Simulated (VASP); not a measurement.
Input of a VASP 6.6.1 run:

The input INCAR:

```
PREC = Accurate ; ENCUT = 600
EDIFF = 1E-6 ; ISMEAR = 0
SIGMA = 0.03 ; LREAL = False
LASPH = True ; NELM = 80
ALGO = Normal ; ISIF = 3
LWAVE = False ; LCHARG = False
GGA = PS ; IBRION = 2
NSW = 90 ; EDIFFG = -0.01
KPAR = 8
```

The input KPOINTS:

```
regular mesh
0
Gamma
  6 6 5
```

POSCAR

```
ScAl7N8
1.0
    0.0000000000      0.0000000000     -5.0799619200
    3.1748487200      5.4989992800      0.0000000000
    3.1748487200     -5.4989992800      0.0000000000
Sc Al N
1 7 8
Direct
    0.0000000000      0.1666666700      0.3333333300
    0.0000000000      0.1666666700      0.8333333300
    0.0000000000      0.6666666700      0.3333333300
    0.0000000000      0.6666666700      0.8333333300
    0.5000000000      0.3333333300      0.6666666700
    0.5000000000      0.3333333300      0.1666666700
    0.5000000000      0.8333333300      0.6666666700
    0.5000000000      0.8333333300      0.1666666700
    0.6200000000      0.1666666700      0.3333333300
    0.6200000000      0.1666666700      0.8333333300
    0.6200000000      0.6666666700      0.3333333300
    0.6200000000      0.6666666700      0.8333333300
    0.1200000000      0.3333333300      0.6666666700
    0.1200000000      0.3333333300      0.1666666700
    0.1200000000      0.8333333300      0.6666666700
    0.1200000000      0.8333333300      0.1666666700
```

Potentials or basis: VASP PAW PBE potentials, release 64 (Sc_sv, Al, N).

The run is started by

```console
$ cat potpaw_PBE.64/Sc_sv/POTCAR potpaw_PBE.64/Al/POTCAR potpaw_PBE.64/N/POTCAR > POTCAR
$ mpirun -np 8 vasp_std > vasp.out
```

Question: Predict the space group after relaxing (to 0.05 Å).

Answer: P3m1 (No. 156).

Question: Estimate the relaxed cell.

Answer: a = 5.008 Å, b = 6.336 Å, c = 6.336 Å, α = 120.00°, β = 90.00°, γ = 90.00°.

Question: What does it give for the band gap on the k mesh?

Answer: 3.95 eV, direct.

Final structure:
```xyz
16
Lattice="0.0000 0.0000 -5.0077 3.1678 5.4867 0.0000 3.1678 -5.4867 0.0000" Properties=species:S:1:pos:R:3 pbc="T T T"
Sc    1.5839   -0.9145   -0.0486
Al    3.1727   -3.6549   -0.0122
Al    3.1628    1.8318   -0.0122
Al    4.7516   -0.9202   -0.0122
Al    3.1979   -1.8463   -2.5051
Al    1.5839    0.9492   -2.5051
Al    4.7516    0.9145   -2.5196
Al    3.1376    3.6404   -2.5051
N     1.5839   -0.9145   -2.9346
N     3.1609   -3.6618   -3.1094
N     3.1746    1.8250   -3.1094
N     4.7516   -0.9065   -3.1094
N     3.2691   -1.8874   -0.6194
N     1.5839    1.0314   -0.6194
N     4.7516    0.9145   -0.5970
N     3.0665    3.5993   -0.6194
```

Caveat: an odd mesh through Γ misses points on the zone boundary, where band edges often lie. PBEsol gaps usually lie below the measured ones, often by a third to a half.
